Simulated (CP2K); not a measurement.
# KF (Carobbiite) (R-3m) in CP2K: a series of runs, part 2 of 2

CP2K 2026.2. Earlier steps stand in the parts before.

**4. Atomic charges, PBE (strain_c = 0.04)**

kf_charges.inp reads:

```
&GLOBAL
  PROJECT kf_charges
  RUN_TYPE ENERGY_FORCE
  PRINT_LEVEL LOW
&END GLOBAL
&FORCE_EVAL
  METHOD QS
  STRESS_TENSOR ANALYTICAL
  &DFT
    BASIS_SET_FILE_NAME BASIS_MOLOPT_UZH
    POTENTIAL_FILE_NAME POTENTIAL_UZH
    &MGRID
      CUTOFF 750
      REL_CUTOFF 60
      NGRIDS 5
    &END MGRID
    &QS
      METHOD GPW
      EPS_DEFAULT 1.0E-10
    &END QS
    &KPOINTS
      SCHEME MONKHORST-PACK 9 9 9
      GAMMA_CENTERED T
      SYMMETRY T
      SYMMETRY_BACKEND SPGLIB
    &END KPOINTS
    &SCF
      SCF_GUESS ATOMIC
      EPS_SCF 1.0E-6
      MAX_SCF 100
      ADDED_MOS 10
      CHOLESKY OFF
      EPS_EIGVAL 1.0E-7
      &DIAGONALIZATION ON
        ALGORITHM STANDARD
      &END DIAGONALIZATION
      &MIXING ON
        METHOD BROYDEN_MIXING
        ALPHA 0.4
        BETA 1.5
        NBUFFER 8
      &END MIXING
      &SMEAR ON
        METHOD FERMI_DIRAC
        ELECTRONIC_TEMPERATURE 580.23
      &END SMEAR
    &END SCF
    &XC
      &XC_FUNCTIONAL PBE
      &END XC_FUNCTIONAL
    &END XC
    &PRINT
      &KPOINTS ON
      &END KPOINTS
      &MULLIKEN ON
      &END MULLIKEN
      &MO ON
        ENERGIES T
        OCCUPATION_NUMBERS T
        &EACH
          QS_SCF 0
        &END EACH
        ADD_LAST NUMERIC
      &END MO
      &LOWDIN ON
      &END LOWDIN
      &HIRSHFELD ON
        SHAPE_FUNCTION DENSITY
      &END HIRSHFELD
      &VORONOI ON
        VORONOI_RADII UNITY
      &END VORONOI
    &END PRINT
  &END DFT
  &SUBSYS
    &CELL
      ABC 3.7785665066 3.7785665066 3.8799825221
      ALPHA_BETA_GAMMA 60.8609448077 60.8609448082 60.0000000000
      PERIODIC XYZ
    &END CELL
    &COORD
      SCALED
      K   0.0000000000 0.0000000000 0.0000000000
      F   0.5000000000 0.5000000000 0.5000000000
    &END COORD
    &KIND K
      BASIS_SET TZVP-MOLOPT-PBE-GTH-q9
      POTENTIAL GTH-PBE-q9
    &END KIND
    &KIND F
      BASIS_SET TZVP-MOLOPT-PBE-GTH-q7
      POTENTIAL GTH-PBE-q7
    &END KIND
    &PRINT
      &ATOMIC_COORDINATES ON
      &END ATOMIC_COORDINATES
      &CELL ON
      &END CELL
    &END PRINT
  &END SUBSYS
  &PRINT
    &FORCES ON
    &END FORCES
    &STRESS_TENSOR ON
    &END STRESS_TENSOR
  &END PRINT
&END FORCE_EVAL
```

Potentials or basis: POTENTIAL_UZH K GTH-PBE-q9, F GTH-PBE-q7; TZVP-MOLOPT-PBE-GTH basis.

On the command line:

```
OMP_NUM_THREADS=1 cp2k.psmp -i kf_charges.inp -o kf_charges.out
```

kf_charges.out:

```text

 CP2K| version string:                                       CP2K version 2026.2
 CP2K| Input file name                                            kf_charges.inp

 GLOBAL| Force Environment number                                              1
 GLOBAL| Basis set file name                                    BASIS_MOLOPT_UZH
 GLOBAL| Potential file name                                       POTENTIAL_UZH
 GLOBAL| MM Potential file name                                     MM_POTENTIAL
 GLOBAL| Coordinate file name                                      __STD_INPUT__
 GLOBAL| Method name                                                        CP2K
 GLOBAL| Project name                                                 kf_charges
 GLOBAL| Run type                                                   ENERGY_FORCE
 GLOBAL| FFT library                                                       FFTW3
[... 6 lines left out ...]
 GLOBAL| Total number of message passing processes                             1
 GLOBAL| Number of threads for this process                                    1
 GLOBAL| CPU model name                                 Intel(R) Xeon(R) 6975P-C

 CELL| Volume [angstrom^3]:                                            39.673412
[... 552 lines left out ...]

 #  Atom  Element  Kind  Atomic population                           Net charge
       1     K        1          8.604245                              0.395755
       2     F        2          7.395755                             -0.395755
 # Total charge                             16.000000                  0.000000

 ENERGY| Total FORCE_EVAL ( QS ) energy [hartree]            -52.629976529298240

 FORCES| Atomic forces [hartree/bohr]
 FORCES|   Atom     x               y               z               |f|
 FORCES|      1 -2.42360711E-14 -4.33371242E-14 -3.66160952E-14   6.16946668E-14
 FORCES|      2  4.39061245E-14  3.08029050E-14  2.17427483E-14   5.78732566E-14
 FORCES| Sum     1.96700534E-14 -1.25342192E-14 -1.48733469E-14
 FORCES| Total atomic force                                       2.76628650E-14

 STRESS| Analytical stress tensor [bar]
 STRESS|                        x                   y                   z
 STRESS|      x        5.97187525666E+03   1.71378977559E+01   1.57551982425E+01
 STRESS|      y        1.71378977559E+01   5.95067342780E+03   9.11241821106E+00
 STRESS|      z        1.57551982425E+01   9.11241821106E+00  -6.02547410130E+03
 STRESS| 1/3 Trace                                             1.96569152772E+03
 STRESS| Determinant                                          -2.14125539742E+11

 STRESS| Eigenvectors and eigenvalues of the analytical stress tensor [bar]
 STRESS|                        1                   2                   3
 STRESS| Eigenvalues  -6.02550169060E+03   5.94112275067E+03   5.98145352310E+03
 STRESS|      x          -0.001312134523     -0.486806110901      0.873509066176
 STRESS|      y          -0.000759000301      0.873510051346      0.486805519809
 STRESS|      z           0.999998851110      0.000024239315      0.001515648679
```

It took 69 s on 1 thread of Intel Xeon 6975P-C (Granite Rapids), shared host; peak memory 0.43 GiB.

What came out:

- Free energy: -1432.1345 eV
- Pressure: 0.2 GPa
- Band gap on the k mesh: 5.94 eV, direct
- Mulliken charges: K +0.79; F -0.79 e
- Hirshfeld charges: K +0.36; F -0.36 e
- Voronoi charges: K +0.90; F -0.90 e

Levels at points of the mesh, in eV from the valence-band top:
| k point | band 5 | band 6 | band 7 | band 8 | band 9 | band 10 | band 11 | band 12 |
| --- | --- | --- | --- | --- | --- | --- | --- | --- |
| (0.00, 0.00, 0.00) | -9.55 | -0.04 | 0.00 | 0.00 | 5.94 | 10.42 | 10.79 | 10.79 |

Caveat: Mulliken charges move with the basis; an odd mesh through Γ misses points on the zone boundary, where band edges often lie; the basis of atomic orbitals isn't converged, which shifts pressures, moduli and gaps.

**5. Atomic charges, PBE (strain_c = 0.06)**

Edit kf_charges.inp of step 4 so:

```diff
@@ -76,4 +76,4 @@
     &CELL
-      ABC 3.7785665066 3.7785665066 3.8799825221
-      ALPHA_BETA_GAMMA 60.8609448077 60.8609448082 60.0000000000
+      ABC 3.7785665066 3.7785665066 3.9311621931
+      ALPHA_BETA_GAMMA 61.2759570979 61.2759570984 60.0000000000
       PERIODIC XYZ
```

On the command line:

```
OMP_NUM_THREADS=1 cp2k.psmp -i kf_charges.inp -o kf_charges.out
```

Run time: 64 s. Hardware: 1 thread of Intel Xeon 6975P-C (Granite Rapids), shared host; peak memory 0.45 GiB.

The run converged. Its results:

```yaml
Free_energy: -1432.1287 eV
Pressure: -0.4 GPa
Band_gap_on_the_k_mesh: 5.83 eV, direct
Mulliken_charges: K +0.79; F -0.79 e
Hirshfeld_charges: K +0.36; F -0.36 e
Voronoi_charges: K +0.90; F -0.90 e
```

Stress tensor (GPa, compression positive):
```
 0.24  0.00  0.00
 0.00  0.24  0.00
 0.00  0.00 -1.62
```

Levels at points of the mesh, in eV from the valence-band top:
```tsv
k point	band 4	band 5	band 6	band 7	band 8	band 9	band 10	band 11	band 12	band 13
(0.00, 0.00, 0.00)	-9.64	-9.64	-0.07	0.00	0.00	5.83	10.24	10.76	10.76	12.24
```

Caveat: Mulliken charges move with the basis; an odd mesh through Γ misses points on the zone boundary, where band edges often lie; the basis of atomic orbitals isn't converged, which shifts pressures, moduli and gaps.

**6. The runs side by side**

```csv
cell,gap on the mesh (eV),pressure (GPa)
strain_c = 0.02,6.05,0.8
strain_c = -0.04,6.35,3.1
strain_c = 0.04,5.94,0.2
strain_c = 0.06,5.83,-0.4
```

Alike in all rows: task atomic charges; level PBE; potentials or basis POTENTIAL_UZH K GTH-PBE-q9, F GTH-PBE-q7; TZVP-MOLOPT-PBE-GTH basis; no spin polarisation; k mesh 9 × 9 × 9; smearing fermi-dirac 0.05 eV.

Caveats: an odd mesh through Γ misses points on the zone boundary, where band edges often lie; the basis of atomic orbitals isn't converged, which shifts pressures, moduli and gaps.

Total energies depend on the potentials used, so only differences within one code and one set of settings carry meaning.
